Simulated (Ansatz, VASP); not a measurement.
## One calculation of Na, two programs

```
CELL_PARAMETERS angstrom
0.00000 1.88329 1.88329
1.88329 0.00000 1.88329
1.88329 1.88329 0.00000
ATOMIC_POSITIONS crystal
Na 0.00000 0.00000 0.00000
```

Change from the starting cell: volume scaled by 0.4, LAPW.

Alike in both runs: task single point; functional LDA; k mesh 13 × 13 × 13; occupations fermi-dirac, width 0.05 eV; no spin polarisation.

|  | VASP | Ansatz |
| --- | --- | --- |
| version | VASP 6.6.1 | Ansatz 0.2.0 |
| potentials or method | VASP PAW LDA potentials, release 64 (Na_pv), cutoff 520 eV | all-electron LAPW, scalar-relativistic |

|  | VASP | Ansatz | Ansatz less VASP |
| --- | --- | --- | --- |
| pressure (GPa) | 47.8 | 47.8 | +0.05 |

Ansatz ran all-electron here, so the differences hold the error of VASP's frozen core and of both bases.

Caveats: so large a pressure means that the cell lies far from this level's equilibrium, or that cutoff or potentials fall short (VASP).
